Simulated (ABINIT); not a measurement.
Here is an ABINIT 10.8.3 (patched build) calculation.

File run.abi:

```
ndtset 2

pp_dirpath "./"
pseudos "Ga.GGA_PBE-JTH.xml, N.GGA_PBE-JTH.xml"

acell 3*1.0
rprim
     6.0093290763     0.0000000000     0.0000000000
    -3.0046645382     5.2042316397     0.0000000000
     0.0000000000     0.0000000000     9.7623251598
ntypat 2
znucl 31 7
natom 4
typat 1 1 2 2
xred
     0.6666666667     0.3333333333     0.5000000000
     0.3333333333     0.6666666667     0.0000000000
     0.6666666667     0.3333333333     0.8750000000
     0.3333333333     0.6666666667     0.3750000000

ecut 31.0
pawecutdg 53.0

ixc 7

occopt 3
tsmear 0.05 eV

nstep 100

iomode 3
prtwf 0
prteig 0
prtebands 0
enunit 1
prtden1 1

kptopt1 1
ngkpt1 10 10 5
nshiftk1 1
shiftk1 0.0 0.0 0.0
nband1 22
tolvrs1 1.0e-9

iscf2 -2
getden2 1
nband2 28
nbdbuf2 4
tolwfr2 1.0e-11
kptopt2 -7
ndivsm2 6
prteig2 1
prtvol2 -3
kptbounds2
     0.0000000000     0.0000000000     0.0000000000
     0.5000000000     0.0000000000     0.0000000000
     0.3333333333     0.3333333333     0.0000000000
     0.0000000000     0.0000000000     0.0000000000
     0.0000000000     0.0000000000     0.5000000000
     0.5000000000     0.0000000000     0.5000000000
     0.3333333333     0.3333333333     0.5000000000
     0.0000000000     0.0000000000     0.5000000000
```

Potentials or basis: JTH PAW PBE v2.0.

Launch:

```bash
$ abinit run.abi > log 2>&1
```

Task: What does it give for the largest force?

Result: 0.126 eV/Å.

Task: Predict the band gap on the k mesh.

Result: 1.98 eV, direct.

Task: Predict the pressure.

Result: -3.8 GPa.

Task: Predict the band gap along the path.

Result: 1.98 eV, direct.

Forces on the atoms (eV/Å):
```
Ga   0.000  0.000 -0.126
Ga   0.000  0.000 -0.126
N    0.000  0.000  0.126
N    0.000  0.000  0.126
```

Caveat: the PAW data sets were made with another functional, which shifts forces and pressure a little.

**Measured values to compare with.**

From “Studying electronic properties in GaN without electrical contacts using γ-γ vs e−-γ Perturbed Angular Correlations”, 2019, pmc:6823545, for a bulk crystal of GaN: band gap 3.503 ± 0.005 eV (direct).

A measured gap of GaN is 3.503 eV (direct; quoted in “Studying electronic properties in GaN without electrical contacts using γ-γ vs e−-γ Perturbed Angular Correlations”, 2019, pmc:6823545); the calculated 1.98 eV misses it by -1.52 eV. Spin-orbit coupling on Ga is left out. The value is that of LDA, without temperature or zero-point motion. Semilocal functionals fall short of measured gaps as a rule.
